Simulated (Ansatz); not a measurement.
The system is GaSb.

```
Sb Ga
1.0
    -1.55590    2.67500    2.89331
     1.55590   -2.67500    2.89331
     1.55590    2.67500   -2.89331
Sb Ga
1 1
Direct
  0.50000 0.50000 0.00000
  0.00000 0.00000 0.00000
```

Measurements of this composition are mostly on another form, of space group No. 216.

Base run:

```yaml
Program: Ansatz 0.2.0
Functional: PBE
Potentials_or_basis: all-electron LAPW, scalar-relativistic
Cutoff: 222 eV (chosen from the basis error)
Basis_error_allowed: 0.001 eV/atom
k_mesh: 10 × 10 × 10
Occupations: gaussian, width 0.05 eV
Spin: no spin polarisation
```

Its results: band gap on the k mesh none (metal or under the smearing width); pressure -0.1 GPa.

Question: The run is repeated on the same cell with these changes: functional from PBE to PBEsol; occupations from gaussian, width 0.05 eV to gaussian, width 0.02 eV. What comes out?

Answer: Band gap on the k mesh none (metal or under the smearing width); pressure -3.1 GPa.
